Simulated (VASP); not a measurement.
# MnS: equation of state with PBEsol

The system is MnS.

```
Mn S
1.0
     0.00000    2.60450    2.60450
     2.60450    0.00000    2.60450
     2.60450    2.60450    0.00000
Mn S
1 1
Direct
  0.00000 0.00000 0.00000
  0.50000 0.50000 0.50000
```

```yaml
Program: VASP 6.6.1
Task: equation of state
Functional: PBEsol
Potentials_or_basis: VASP PAW PBE potentials, release 64 (Mn_pv, S)
Cutoff: 520 eV
k_mesh: 9 × 9 × 9
Occupations: fermi-dirac, width 0.05 eV
Spin: collinear spin, ferromagnetic start
Starting_moments: "[4.0, 0.0] μB"
```

```
Equilibrium volume : 14.99 Å³/atom (rough: see the caveat)
Bulk modulus       : 43 GPa (rough)
```

Energy against volume, from the lowest point:
| volume (Å³/atom) | energy (meV/atom) |
| --- | --- |
| 16.607 | 0.00 |
| 16.961 | 10.96 |
| 17.314 | 23.75 |
| 17.667 | 38.48 |
| 18.021 | 55.10 |
| 18.374 | 73.42 |
| 18.727 | 93.30 |

All runs of the series together: 3 min on 1 thread of Intel(R) Xeon(R) 6975P-C (Granite Rapids), on a shared host.

Caveat: the fit is doubtful: noisy points or a state that changes with volume; the minimum lies outside the volumes run; the PAW data sets were made with another functional, which shifts forces and pressure a little.
